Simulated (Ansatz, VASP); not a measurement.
## Two plane-wave programs on Rh

The input INCAR:

```
PREC = Accurate
ENCUT = 520
EDIFF = 1E-7
ISMEAR = -1
SIGMA = 0.1
LREAL = F
LASPH = T
NELM = 60
ALGO = Normal
ISIF = 2
LWAVE = F
LCHARG = F
GGA = PS
NBANDS = 14
```

File KPOINTS:

```
Automatic mesh
0
Gamma
  16 16 16
```

File POSCAR:

```
Rh
1.0
   -1.5546622278      1.5546622278      1.5546622278
    1.5546622278     -1.5546622278      1.5546622278
    1.5546622278      1.5546622278     -1.5546622278
Rh
1
Direct
    0.0000000000      0.0000000000      0.0000000000
```

Input for Ansatz:

```yaml
crystal:
  lattice:
    - [-1.5546622278, 1.5546622278, 1.5546622278]
    - [1.5546622278, -1.5546622278, 1.5546622278]
    - [1.5546622278, 1.5546622278, -1.5546622278]
  atoms:
    - { symbol: Rh, position: [0.0, 0.0, 0.0] }
hamiltonian:
  xc: pbesol
  pseudopotentials:
    kind: paw
    azcp:
      Rh: "pseudopotentials/Rh.paw.azcp"
basis:
  ecutwfc: 420
  fft_grid_basis: typed
kpoints:
  mp_grid: { grid: [16, 16, 16], shift: [0, 0, 0] }
magnetization:
  spin_polarized: false
scf:
  occupations: { method: fermi_dirac, width: 0.1 }
  lower_state_search: "off"
output:
  stress: true
```

Alike in both runs: task single point; functional PBEsol; k mesh 16 × 16 × 16; occupations fermi-dirac, width 0.1 eV; no spin polarisation.

```csv
,VASP,Ansatz
version,VASP 6.6.1,Ansatz 0.2.0
potentials or method,"VASP PAW PBE potentials, release 64 (Rh_pv)","plane waves (420 eV) with PAW, scalar-relativistic"
plane-wave cutoff (eV),520,420
valence electrons in the cell,15,17
```

|  | VASP | Ansatz | Ansatz less VASP |
| --- | --- | --- | --- |
| pressure (GPa) | -16.9 | -16.9 | +0.05 |

The two sets of potentials don't hold the same shells in valence. Ansatz warned: «pseudo_functional_mismatch».

Caveats: so large a pressure means that the cell lies far from this level's equilibrium, or that cutoff or potentials fall short (VASP); the potentials were made for another functional, which shifts forces and pressure (VASP).
